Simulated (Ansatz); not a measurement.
A plane-wave DFT run in Ansatz 0.2.0 (scalar-relativistic PAW potentials unless the input names others): input and command.

```yaml
crystal:
  lattice:
    - [4.640382412, 0.0, 0.0]
    - [0.0, 4.640382412, 0.0]
    - [0.0, 0.0, 3.0063836717]
  atoms:
    - { symbol: Ti, position: [0.0, 0.0, 0.0111176302] }
    - { symbol: Ti, position: [0.5, 0.5, 0.5111176302] }
    - { symbol: O, position: [0.3056475955, 0.3056475955, -0.0166312771] }
    - { symbol: O, position: [0.1943524045, 0.8056475955, 0.4833687229] }
    - { symbol: O, position: [0.6943524045, 0.6943524045, -0.0166312771] }
    - { symbol: O, position: [0.8056475955, 0.1943524045, 0.4833687229] }
basis:
  ecutwfc: 420
kpoints:
  mp_grid: { grid: [6, 6, 10] }
hamiltonian:
  xc: pbe
  hubbard: { sites: [{ species: Ti, l: d, u_eff: 5.0 }], double_counting: amf }
scf:
  occupations: { method: gaussian, width: 0.05 }
output:
  forces: true
  eigenvalues: true
  stress: true
```

```bash
ansatz run input.yaml --threads 2 --pin off --max-ram 5120MiB --backend cpu --events-out ev --progress --plain --runs-dir out
```

Abridged log:
```
Basis set: ecut = 420 eV, 1243 PW (Γ), exchange–correlation on 64×64×48 points (8 copies of the dense FFT grid, shifted against one another)
Bands: 30, of which v1, the nominal top of the filled ones, is band 24 counted from 1 (23 counted from 0)
Symmetry: 8 space group operations
k-points: 60 of 360 (time reversal used)
SCF iter   1: F=—  HF=-7277.510300 eV  |F-HF|=—  |Δ(HF+E_count)|=         —  Δρ=6.11e-2  dr2=2.32e0  ethr=3.10e-3  ⟨swp⟩=4.7  Hψ=7028  notcnv=0
SCF iter   2: F=—  HF=-7277.475182 eV  |F-HF|=—  |Δ(HF+E_count)|=   3.51e-2  Δρ=4.04e-2  dr2=8.11e-1  ethr=3.10e-3  ⟨swp⟩=2.1  Hψ=3226  notcnv=0  defer=92
SCF iter   3: F=—  HF=-7277.503846 eV  |F-HF|=—  |Δ(HF+E_count)|=   2.87e-2  Δρ=2.40e-2  dr2=3.80e-1  ethr=1.69e-3  ⟨swp⟩=2.0  Hψ=2691  notcnv=0  defer=92
SCF iter   4: F=—  HF=-7277.519494 eV  |F-HF|=—  |Δ(HF+E_count)|=   1.56e-2  Δρ=5.14e-3  dr2=1.37e-2  ethr=7.92e-4  ⟨swp⟩=2.2  Hψ=2976  notcnv=0  defer=92
SCF iter   5: F=—  HF=-7277.528803 eV  |F-HF|=—  |Δ(HF+E_count)|=   9.31e-3  Δρ=1.42e-3  dr2=1.36e-3  ethr=2.85e-5  ⟨swp⟩=2.2  Hψ=2789  notcnv=0  defer=89
SCF iter   6: F=—  HF=-7277.530165 eV  |F-HF|=—  |Δ(HF+E_count)|=   1.36e-3  Δρ=3.38e-4  dr2=8.76e-5  ethr=2.83e-6  ⟨swp⟩=2.0  Hψ=2464  notcnv=0  defer=89
SCF iter   7: F=—  HF=-7277.530248 eV  |F-HF|=—  |Δ(HF+E_count)|=   8.25e-5  Δρ=7.05e-5  dr2=3.17e-6  ethr=1.82e-7  ⟨swp⟩=2.0  Hψ=2726  notcnv=0  defer=85
SCF iter   8: F=—  HF=-7277.530250 eV  |F-HF|=—  |Δ(HF+E_count)|=   2.62e-6  Δρ=2.15e-5  dr2=2.86e-7  ethr=6.60e-9  ⟨swp⟩=2.2  Hψ=2657  notcnv=0  defer=85
SCF iter   9: F=-7277.530250 eV  HF=-7277.530250 eV  |F-HF|=2.08e-9  |Δ(HF+E_count)|=   1.32e-7  Δρ=2.49e-6  dr2=2.75e-9  ethr=2.08e-10  ⟨swp⟩=8.7  Hψ=7278  notcnv=0
SCF 1 converged in 9 iterations: F = -7277.530250 eV  dr2 = 2.75e-9
SCF converged after 9 iterations
Free energy (F): -7277.530250 eV
Harris-Foulkes:  -7277.530250 eV  (|F-HF|=2.08e-9)
Internal energy: -7277.530250 eV  (E = F + TS)
E sigma→0 (E₀):  -7277.530250 eV
Fermi energy:    9.700825 eV
DFT+U double counting: amf (around mean field; hamiltonian.hubbard.double_counting)
--- Forces (eV/Å), atoms counted from 1 ---
  atom   1  Ti     0.00000000     0.00000000    -0.08931414
  atom   2  Ti     0.00000000     0.00000000    -0.08931414
  atom   3  O     -0.03578124    -0.03578124     0.04466060
  atom   4  O      0.03578124    -0.03578124     0.04466060
  atom   5  O      0.03578124     0.03578124     0.04466060
  atom   6  O     -0.03578124     0.03578124     0.04466060
--- Stress (GPa, compression-positive) ---
       -1.576618       0.000000       0.000000
        0.000000      -1.576618       0.000000
        0.000000       0.000000      -3.674009
  P = ⅓ Tr σ = -2.2757 GPa (-22.757 kbar)
Occupation matrices written to <dir>
```

Apart from outputs and empty bands, the input differs from a reference run on usual settings in hamiltonian.hubbard: {"sites": [{"species": "Ti", "l": "d", "u_eff": 4.0}]} → {"sites": [{"species": "Ti", "l": "d", "u_eff": 5.0}], "double_counting": "amf"}. The reference, at the same geometry (not necessarily relaxed), gave pressure 0.87 GPa, largest force 0.298 eV/Å, gap on the mesh 2.39 eV. This run converged in 9 SCF iterations (reference: 9) with an energy at zero smearing 1.1 eV/atom below the reference's (the Hamiltonian itself differs), pressure -2.28 GPa, largest force 0.089 eV/Å, gap on the mesh 2.17 eV.

Time: 22 s on 2 threads of Intel(R) Xeon(R) Processor @ 2.50GHz (Skylake/Cascade Lake), on a shared host, peak memory 0.45 GiB.